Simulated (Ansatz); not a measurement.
RbBr (started from an entry of an open crystallographic database), relaxed with r2SCAN: it is cubic, Fm-3m (No. 225); conventional cell a = 6.922 Å, 41.45 Å³ an atom. Rb has 6 Br at 3.46 Å; Br has 6 Rb at 3.46 Å. One-shot G0W0@PBE in the plane-wave code Ansatz on a 4×4×4 mesh (contour deformation, no spin-orbit coupling), from a PBE gap of 4.291 eV over the mesh points (the G0W0 gap is direct on the mesh); the number N of bands summed and the screening cutoff rise together. (Simulation; spin polarisation is off.)

| N | cutoff (eV) | 1000/N | G0W0 gap (eV) |
| --- | --- | --- | --- |
| 142 | 80 | 7.042 | 6.597 |
| 319 | 140 | 3.135 | 6.794 |

Lay a straight line in 1000/N through these rows.
The slope is -0.0504 eV per unit of 1000/N and the intercept 6.952 eV.

Predict the gap at N = 580 (210 eV).
6.952 + (-0.0504) × 1.724 = 6.865 eV; the run gives 6.871 eV, +0.006 eV from the line.

With that run's result added, what limit do the last two rows suggest?
Their slope is (6.871 − 6.794)/(1.724 − 3.135) = -0.0546, which meets 1/N = 0 at 6.97 eV, against 6.952 eV from the first line. The two lines nearly agree; the k mesh isn't extrapolated.

Spin-orbit coupling is left out.
